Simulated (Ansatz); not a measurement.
# Strain and the gap of C (lonsdaleite)

C (lonsdaleite), relaxed with r2SCAN in Ansatz 0.2.0. Space group P6_3/mmc (No. 194), hexagonal; a = 2.503 Å, c = 4.169 Å in the conventional setting, 5.66 Å³ an atom. Around C lie 4 C at 1.54–1.56 Å.

The axes x, y and z are those of this cell:
```yaml
crystal:
  lattice:
    - [2.50320, 0.00000, 0.00000]
    - [-1.25160, 2.16783, 0.00000]
    - [0.00000, 0.00000, 4.16887]
  atoms:
    - { symbol: C, position: [0.33333, 0.66667, 0.00023] }
    - { symbol: C, position: [0.66667, 0.33333, 0.50023] }
    - { symbol: C, position: [0.33333, 0.66667, 0.37477] }
    - { symbol: C, position: [0.66667, 0.33333, 0.87477] }
```

Unstrained: PBE gives an indirect gap of 3.323 eV, from Γ to K; the least direct gap is 4.995 eV at Γ. The r2SCAN gap is indirect, 3.596 eV (Γ to K), below the direct gap of 5.241 eV at Γ. The HSE06 gap is indirect, 4.377 eV (Γ to K), below the direct gap of 6.340 eV at Γ. Meshes: PBE 12×12×6, r2SCAN 12×12×6, HSE06 9×9×4. Strains are changes of length per length, and xy shears are angles. After each strain the atoms were relaxed again with r2SCAN within the symmetry that the strain leaves, so tilts or polar shifts that break it weren't tested; points keep the names that they have in the unstrained zone. Calculated for a static, non-magnetic cell.

Changes of the least gap in eV (an overlap counts as a negative gap):
```json
{"strain": "uniaxial -5.0 % along x", "volume change (%)": "-5.0", "space group": "Cmcm", "PBE": "-0.549", "r2SCAN": "-0.553", "HSE06": "-0.545", "energy rise, r2SCAN (meV/atom)": "61.1"}
{"strain": "uniaxial -1.0 % along z", "volume change (%)": "-1.0", "space group": "P6_3/mmc", "PBE": "-0.027", "r2SCAN": "-0.028", "HSE06": "-0.030", "energy rise, r2SCAN (meV/atom)": "2.4"}
{"strain": "isotropic -3.0 % on every length", "volume change (%)": "-8.7", "space group": "P6_3/mmc", "PBE": "-0.392", "r2SCAN": "-0.385", "HSE06": "-0.396", "energy rise, r2SCAN (meV/atom)": "69.9"}
{"strain": "xy shear, engineering strain (angle) +5.0 %", "volume change (%)": "-0.1", "space group": "P2_1/m", "PBE": "-0.184", "r2SCAN": "-0.190", "HSE06": "-0.176", "energy rise, r2SCAN (meV/atom)": "25.4"}
```

Uniaxial -5.0 % along x, other directions held. HSE06: the gap goes from 4.377 to 3.832 eV (-0.545 eV); the edges go from Γ → K to Γ → Γ–K (0.99); with r2SCAN the top three valence levels at Γ, grouped 2+1 from the top over 499 meV, become 1+1+1 over 925 meV. Stress change with r2SCAN, compression positive: xx +72.89, yy +5.39, zz +0.50 GPa.

Uniaxial -1.0 % along z, other directions held. HSE06: the gap goes from 4.377 to 4.347 eV (-0.030 eV); with r2SCAN the top three valence levels at Γ, grouped 2+1 from the top over 499 meV, become 2+1 over 521 meV. Stress change with r2SCAN, compression positive: xx +0.08, yy +0.08, zz +14.04 GPa.

Isotropic -3.0 % on every length. HSE06: the gap goes from 4.377 to 3.981 eV (-0.396 eV); with r2SCAN the top three valence levels at Γ, grouped 2+1 from the top over 499 meV, become 2+1 over 658 meV. Stress change with r2SCAN, compression positive: xx +48.28, yy +48.28, zz +49.45 GPa. For HSE06, dE_g/d ln V = 4.3 eV over this step.

Xy shear, engineering strain (angle) +5.0 %. HSE06: the gap goes from 4.377 to 4.201 eV (-0.176 eV); the edges go from Γ → K to Γ → (1/3, 0.339, 0); with r2SCAN the top three valence levels at Γ, grouped 2+1 from the top over 499 meV, become 1+1+1 over 683 meV. Stress change with r2SCAN, compression positive: xx +0.91, yy +1.91, zz -0.06, xy -28.76 GPa.

Where an edge lies off the special points, it is a point of the mesh or the k point where a search put PBE's edge or least direct gap, reused for the other functionals, whose own edges may lie a little apart.

The meshes of the hybrids are coarse, so their gaps aren't converged to the digits shown.

The splittings at Γ are without spin-orbit coupling, which regroups them where it is of like size or larger.
